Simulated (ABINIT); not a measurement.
# CoO (I4/mmm) in ABINIT: single point with WC+U

Aim: the single point of CoO with WC+U.

All numbers are computed with ABINIT 10.8.3 (patched build); they aren't measurements. Logs are shortened: lines on timing, memory, paths and dates and some standing lists are left out, and cuts for length are marked. The log counts tension as positive stress, the text compression.

## 1. The cell of the first run

It takes space group I4/mmm (No. 139, tetragonal). The conventional cell has a = 3.094 Å, b = 3.094 Å, c = 4.324 Å, α = 90.00°, β = 90.00°, γ = 90.00°. Co (site symmetry 4/mmm) is surrounded by 6 O at 2.16 to 2.19 Å. O (site symmetry 4/mmm) is surrounded by 6 Co at 2.16 to 2.19 Å.

## 2. Single point, WC+U, collinear spin, ferromagnetic start (cell stretched)

The input, run.abi:

```
# Pseudopotentials
pp_dirpath "./"
pseudos "Co.GGA_PBE-ansatz.xml, O.GGA_PBE-ansatz.xml"

# Structure
acell 3*1.0 Angstrom
rprim
    -1.5471862366     1.5471862366     2.1620055619
     1.5471862366    -1.5471862366     2.1620055619
     1.5471862366     1.5471862366    -2.1620055619
ntypat 2
znucl 27 8
natom 2
typat 1 2
xcart
     0.0000000000     0.0000000000     0.0000000000
     0.0000000000     0.0000000000     4.0855983919
chkprim 0
chksymtnons 0
tolsym 1.0e-6

# Plane-wave basis
ecut 14.0
pawecutdg 28.0
pawxcdev 0
pawovlp 30

# k points
kptopt 1
ngkpt 9 9 9
nshiftk 1
shiftk 0.0 0.0 0.0

# Exchange and correlation
ixc 23

# Bands and occupations
nband 16
occopt 3
tsmear 0.00183747

# Spin
nsppol 2
spinat
     0.0000000000     0.0000000000     2.0000000000
     0.0000000000     0.0000000000     0.0000000000

# DFT+U
usepawu 2
lpawu 2 -1
upawu 1.0 0.0 eV
jpawu 0.7 0.0 eV

# SCF cycle
nstep 100
tolvrs 1.0e-9

# Output
iomode 3
prtwf 0
prtden 0
prteig 0
prtebands 0
```

Potentials or basis: Ansatz PAW PBE default generated set, frozen core.

The run is started by

```console
abinit run.abi > log 2>&1
```

run.abo:

```text
[... set-up lines left out ...]
 ETOT  1  -161.34081957945    -1.613E+02 1.147E+01 1.298E+01 9.422E-01 9.422E-01
 ETOT  2  -162.49151502755    -1.151E+00 1.131E-01 4.451E+01 1.574E+00 2.516E+00
 ETOT  3  -162.46002687077     3.149E-02 1.351E-02 2.737E+00 5.620E-01 1.954E+00
 ETOT  4  -162.47911695273    -1.909E-02 1.043E-02 5.252E+00 4.043E-01 2.359E+00
 ETOT  5  -162.48604112833    -6.924E-03 2.503E-03 5.127E+00 1.541E-01 2.513E+00
 ETOT  6  -162.48669178779    -6.507E-04 5.663E-02 4.748E+00 1.335E-02 2.526E+00
 ETOT  7  -162.50183109708    -1.514E-02 5.701E-03 5.204E-01 9.504E-02 2.619E+00
 ETOT  8  -162.50383640590    -2.005E-03 1.153E-03 4.690E-01 6.027E-02 2.680E+00
 ETOT  9  -162.50362659826     2.098E-04 5.874E-04 1.750E-02 4.704E-02 2.633E+00
 ETOT 10  -162.50367756046    -5.096E-05 6.183E-04 1.092E-03 1.090E-02 2.644E+00
 ETOT 11  -162.50368075919    -3.199E-06 4.392E-04 1.175E-03 4.875E-03 2.639E+00
 ETOT 12  -162.50368347160    -2.712E-06 4.826E-04 1.001E-03 7.071E-03 2.646E+00
 ETOT 13  -162.50368402172    -5.501E-07 4.114E-04 5.799E-04 1.971E-03 2.647E+00
 ETOT 14  -162.50368494187    -9.202E-07 3.707E-04 1.525E-04 4.206E-04 2.647E+00
 ETOT 15  -162.50368504458    -1.027E-07 2.674E-04 6.721E-05 1.511E-03 2.645E+00
 ETOT 16  -162.50368506200    -1.743E-08 2.216E-04 3.376E-06 5.326E-04 2.646E+00
 ETOT 17  -162.50368507853    -1.653E-08 1.344E-04 5.150E-07 2.080E-04 2.646E+00
 ETOT 18  -162.50368508478    -6.251E-09 1.062E-04 1.792E-07 6.136E-05 2.645E+00
 ETOT 19  -162.50368508550    -7.121E-10 5.761E-05 2.305E-08 1.209E-05 2.645E+00
 ETOT 20  -162.50368508567    -1.709E-10 4.711E-05 1.765E-08 2.728E-06 2.645E+00
 ETOT 21  -162.50368508569    -1.904E-11 2.783E-05 5.134E-10 1.518E-05 2.645E+00

 At SCF step   21       nres2   =  5.13E-10 < tolvrs=  1.00E-09 =>converged.

 Cartesian components of stress tensor (hartree/bohr^3)
  sigma(1 1)=  7.24778011E-04  sigma(3 2)=  0.00000000E+00
  sigma(2 2)=  7.24778011E-04  sigma(3 1)=  0.00000000E+00
  sigma(3 3)=  8.27307406E-04  sigma(2 1)=  0.00000000E+00

--- !ResultsGS
iteration_state: {dtset: 1, }
comment   : Summary of ground state results
lattice_vectors:
- [ -2.9237583,   2.9237583,   4.0855984, ]
- [  2.9237583,  -2.9237583,   4.0855984, ]
- [  2.9237583,   2.9237583,  -4.0855984, ]
lattice_lengths: [   5.81282,    5.81282,    5.81282, ]
lattice_angles: [119.605, 119.605,  90.686, ] # degrees, (23, 13, 12)
lattice_volume:   1.3970070E+02
convergence: {deltae: -1.904E-11, res2:  5.134E-10, residm:  2.783E-05, diffor: null, }
etotal    :  -1.62503685E+02
entropy   :   0.00000000E+00
fermie    :   2.58230606E-01
cartesian_stress_tensor: # hartree/bohr^3
- [  7.24778011E-04,   0.00000000E+00,   0.00000000E+00, ]
- [  0.00000000E+00,   7.24778011E-04,   0.00000000E+00, ]
- [  0.00000000E+00,   0.00000000E+00,   8.27307406E-04, ]
pressure_GPa:  -2.2329E+01
xred      :
- [  0.0000E+00,   0.0000E+00,   0.0000E+00, Co]
- [  5.0000E-01,   5.0000E-01,   0.0000E+00,  O]
cartesian_forces: # hartree/bohr
- [  1.34905289E-31,   1.34905289E-31,   1.99416553E-48, ]
[... 61 lines left out ...]
    1      0.00000000000000     0.00000000000000     0.00000000000000
    2     -0.00000000000000    -0.00000000000000    -0.00000000000000
 frms,max,avg= 5.6641257E-30 6.9371089E-30   0.000E+00  0.000E+00  0.000E+00 e/A
 length scales=  1.889726125908  1.889726125908  1.889726125908 bohr
              =  1.000000000000  1.000000000000  1.000000000000 angstroms
 Fermi (or HOMO) energy (hartree) =   0.25823   Average Vxc (hartree)=  -0.44579
 Magnetization (Bohr magneton)=  2.94245679E+00
 Total spin up =  1.29712284E+01   Total spin down =  1.00287716E+01
 Eigenvalues (hartree) for nkpt=  75  k points, SPIN UP:
 kpt#   1, nband= 16, wtk=  0.00137, kpt=  0.0000  0.0000  0.0000 (reduced coord)
  -3.28688   -1.94849   -1.93749   -1.93749   -0.45421    0.13498    0.14128    0.15333
   0.15333    0.15709    0.15982    0.15982    0.17189    0.28260    0.86444    0.90284
      occupation numbers for kpt#   1
   1.00000    1.00000    1.00000    1.00000    1.00000    1.00000    1.00000    1.00000
   1.00000    1.00000    1.00000    1.00000    1.00000    0.00000    0.00000    0.00000
 prteigrs : prtvol=0 or 1, do not print more k-points.

 Eigenvalues (hartree) for nkpt=  75  k points, SPIN DOWN:
 kpt#   1, nband= 16, wtk=  0.00137, kpt=  0.0000  0.0000  0.0000 (reduced coord)
  -3.17446   -1.83455   -1.83016   -1.83016   -0.43643    0.17679    0.17917    0.17917
   0.22062    0.22232    0.22232    0.27091    0.28335    0.30423    0.86480    0.91989
      occupation numbers for kpt#   1
   1.00000    1.00000    1.00000    1.00000    1.00000    1.00000    1.00000    1.00000
   1.00000    1.00000    1.00000    0.00100    0.00000    0.00000    0.00000    0.00000
 prteigrs : prtvol=0 or 1, do not print more k-points.

--- !EnergyTerms
iteration_state     : {dtset: 1, }
comment             : Components of total free energy in Hartree
kinetic             :  2.25769130204961E+01
hartree             :  5.31227170331491E+01
xc                  : -8.32414084472015E+00
Ewald energy        : -1.03945144278147E+02
psp_core            :  4.36307844246639E+00
local_psp           : -1.34181309843935E+02
PAW spherical_terms :  3.88556991958678E+00
internal            : -1.62502316551104E+02
'-kT*entropy'       : -1.36384570720722E-03
total_energy        : -1.62503680396811E+02
total_energy_eV     : -4.42195041367109E+03
...

--- !EnergyTermsDC
iteration_state     : {dtset: 1, }
comment             : '"Double-counting" decomposition of free energy'
band_energy         : -1.67027001047840E+01
Ewald energy        : -1.03945144278147E+02
psp_core            :  4.36307844246639E+00
xc_dc               : -5.07085989341276E+01
PAW spherical_terms :  4.49104363461463E+00
internal            : -1.62502321239978E+02
'-kT*entropy'       : -1.36384570720722E-03
total_energy_dc     : -1.62503685085685E+02
total_energy_dc_eV  : -4.42195054126184E+03
...

--- !EnergyTermsWithPAWCore
iteration_state     : {dtset: 1, }
comment             : 'Components of total free energy, including PAW core contributions'
Total energy        : -1.45721706487593E+03
Total energy DC     : -1.45721706956480E+03
Total energy (eV)   : -3.96528963965736E+04
Total energy DC (eV): -3.96528965241644E+04
...

 Cartesian components of stress tensor (hartree/bohr^3)
  sigma(1 1)=  7.24778011E-04  sigma(3 2)=  0.00000000E+00
  sigma(2 2)=  7.24778011E-04  sigma(3 1)=  0.00000000E+00
  sigma(3 3)=  8.27307406E-04  sigma(2 1)=  0.00000000E+00

-Cartesian components of stress tensor (GPa)         [Pressure= -2.2329E+01 GPa]
- sigma(1 1)=  2.13237053E+01  sigma(3 2)=  0.00000000E+00
- sigma(2 2)=  2.13237053E+01  sigma(3 1)=  0.00000000E+00
- sigma(3 3)=  2.43402242E+01  sigma(2 1)=  0.00000000E+00

== END DATASET(S) ==============================================================
================================================================================

 -outvars: echo values of variables after computation  --------
            acell      1.8897261259E+00  1.8897261259E+00  1.8897261259E+00 Bohr
           etotal     -1.6250368509E+02
            fcart      1.3490528918E-31  1.3490528918E-31  1.9941655265E-48
                      -1.3490528918E-31 -1.3490528918E-31 -1.9941655265E-48
            rprim     -1.5471862366E+00  1.5471862366E+00  2.1620055619E+00
                       1.5471862366E+00 -1.5471862366E+00  2.1620055619E+00
                       1.5471862366E+00  1.5471862366E+00 -2.1620055619E+00
           strten      7.2477801141E-04  7.2477801141E-04  8.2730740607E-04
                       0.0000000000E+00  0.0000000000E+00  0.0000000000E+00
           xangst      0.0000000000E+00  0.0000000000E+00  0.0000000000E+00
                      -5.4271233675E-17  5.4271233675E-17  2.1620055619E+00
             xred      0.0000000000E+00  0.0000000000E+00  0.0000000000E+00
                       5.0000000000E-01  5.0000000000E-01  0.0000000000E+00
 Calculation completed.
```

Wall time 90 s (1 thread of Intel Xeon Platinum 8488C (Sapphire Rapids), shared host); peak memory 0.3 GiB.

What came out:

* Free energy: -4421.9505 eV
* Band gap on the k mesh: none (metal or under the smearing width)
* Net moment: 2.94 μB per cell
* Site moments: Co +2.65; O +0.30 μB

Eigenvalues of the final occupation matrices:
| site | spin | trace | eigenvalues |
| --- | --- | --- | --- |
| atom 1 | 1 | 4.95 | 0.97 0.98 0.98 1.01 1.01 |
| atom 1 | 2 | 2.36 | 0.17 0.19 0.61 0.61 0.78 |

Caveat: the cutoff is too short for stress, so the log's stress isn't used; the PAW data sets were made with another functional, which shifts forces and pressure a little; a cell with one magnetic atom can't hold antiferromagnetic order, which such compounds often take; the atomic spheres overlap. The state reached can hang on the start; a lower one may exist.
